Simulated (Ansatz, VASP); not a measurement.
One calculation of TiH6, two programs

```
Ti H
1.0
     3.27195    0.00000    0.00000
     0.00000    3.27195    0.00000
     0.00000    0.00000    3.27195
Ti H
1 6
Direct
  0.00000 0.00000 0.00000
  0.50000 0.50000 0.14332
  0.50000 0.50000 0.85668
  0.14332 0.50000 0.50000
  0.85668 0.50000 0.50000
  0.50000 0.14332 0.50000
  0.50000 0.85668 0.50000
```

Change from the starting cell: species swapped into the ErB6 type (Pm-3m, No. 221).

Alike in both runs: task relaxation of cell and atoms; functional PBE; k mesh 12 × 12 × 12; occupations gaussian, width 0.1 eV; no spin polarisation.

```csv
,VASP,Ansatz
version,VASP 6.6.1,Ansatz 0.2.0
potentials or method,"VASP PAW PBE potentials, release 64 (Ti_sv, H)","scalar-relativistic, plane waves, PAW"
plane-wave cutoff (eV),600,420
valence electrons in the cell,18,18
```

```csv
,VASP,Ansatz,Ansatz less VASP
"gap on the k mesh at the Fermi level, each at its own relaxed structure (eV)",none,none,-
relaxed volume (Å³/atom),4.97,4.97,-0.007
relaxed cell length with the largest relative difference (Å),3.265,3.264,-0.0016
```

A gap of «none» marks a metal or a gap that the smearing closes.
